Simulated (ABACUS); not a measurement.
InP under changes of volume

One of the cells (25.167 Å³/atom); the others are scaled copies at fixed shape and fractional positions:

```
CELL_PARAMETERS angstrom
0.00000 2.93050 2.93050
2.93050 0.00000 2.93050
2.93050 2.93050 0.00000
ATOMIC_POSITIONS crystal
In 0.00000 0.00000 0.00000
P 0.75000 0.75000 0.75000
```

```yaml
Program: ABACUS 3.10.1
Functional: PBE
Potentials_or_basis: PseudoDojo NC SR 0.4.1 PBE standard
Cutoff: 1361 eV
Density_cutoff: 5442 eV
Basis: TZDP LCAO (the cutoffs set its grid)
k_mesh: 8 × 8 × 8
Occupations: fermi-dirac, width 0.05 eV
Spin: no spin polarisation
```

```csv
volume (Å³/atom),energy over the lowest point (meV/atom),pressure (GPa),gap on the mesh (eV)
23.657,?,?,?
24.160,48.95,7.1,1.07
24.663,29.47,5.3,0.95
25.167,15.29,3.7,0.84
25.670,5.98,2.2,0.73
26.173,1.05,0.9,0.61
26.677,0.00,-0.2,0.50
```

Q: What does the run at 23.657 Å³/atom give?

A: Energy over the lowest point 74.51 meV/atom; pressure 9.1 GPa; gap on the mesh 1.19 eV.

Worked out: A Birch-Murnaghan fit of order 3 (a polynomial in V^(-2/3)) to the other rows has its minimum at 26.56 Å³/atom with B0 = V·E''(V) = 61 GPa and B' = 4.4. It gives 74.40 meV/atom at 23.657 Å³/atom, against the run's 74.51, and -dE/dV = 9.1 GPa, against 9.1. A straight line through the other rows of the gap, of slope -5.74 eV per unit of ln V (its deformation potential), extrapolates to 1.19 eV, against the run's 1.19.

Energies are extrapolated to zero smearing.

Caveats: the atomic orbitals were generated for these runs and aren't a published set; spin-orbit coupling is left out, which moves the levels of the heavy elements; the basis of atomic orbitals isn't converged, which shifts pressures, moduli and gaps.
